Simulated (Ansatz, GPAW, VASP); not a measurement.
CdS: programs and potentials compared

```
Cd S
1.0
     4.15000    0.00000    0.00000
    -2.07500    3.59401    0.00000
     0.00000    0.00000    6.73700
Cd S
2 2
Direct
  0.66667 0.33333 0.50000
  0.33333 0.66667 0.00000
  0.66667 0.33333 0.87500
  0.33333 0.66667 0.37500
```

Alike in all runs: task single point; functional PBE; k mesh 7 × 7 × 4; occupations gaussian, width 0.014 eV; no spin polarisation; no spin-orbit coupling. Pressure is positive in compression and, in plane waves, holds the error of the finite cutoff, which Ansatz's Pulay term estimates and takes out.

```csv
program and potentials,plane-wave cutoff (eV),notes,pressure (GPa),largest force (eV/Å)
"Ansatz, Ansatz PAW",420,13 valence electrons an atom on average; Pulay term of +0.04 GPa included,2.07,0.068
"VASP, PBE PAW files Cd, S, 520 eV",520,9 valence electrons an atom on average,2.42,0.069
"GPAW, GPAW PAW data sets (gpaw-data 1.2.1)",600,9 valence electrons an atom on average,1.82,0.067
```

Force on atom 1 (Cd), eV/Å:

```csv
program and potentials,x,y,z
"Ansatz, Ansatz PAW",0.000,0.000,-0.068
"VASP, PBE PAW files Cd, S, 520 eV",0.000,0.000,-0.069
"GPAW, GPAW PAW data sets (gpaw-data 1.2.1)",0.000,0.000,-0.067
```

The pressure spans 1.82 (GPAW, GPAW PAW data sets (gpaw-data 1.2.1)) to 2.42 GPa (VASP, PBE PAW files Cd, S, 520 eV).

Differences between rows come from potentials, basis sets and numerical settings, since the functional is the same but for its coding. Runs on potential files found faulty are left out.

All three runs put this wurtzite cell under compression, so PBE would prefer a larger volume. As the cell is close to the measured one, this fits the functional's familiar underbinding of II-VI semiconductors.

The force on Cd points along -z, away from the S directly above it and towards the basal S layer below. The axial Cd–S bond therefore tends to lengthen, raising the internal parameter above the ideal 0.375. This is the expected response to an axial ratio slightly below ideal: with the S positions at their ideal value, the axial bond is shorter than the basal ones, and relaxation evens them out.

The forces nearly coincide, while the pressures range from 1.82 to 2.42 GPa. The number of valence electrons alone can't explain that spread, since both extremes treat 9 an atom and the run with 13 lies between them. Differences in how the data sets describe the Cd core and 4d shell probably contribute. In a lattice as soft as CdS, the spread should still mean only a small difference in equilibrium lattice constants.
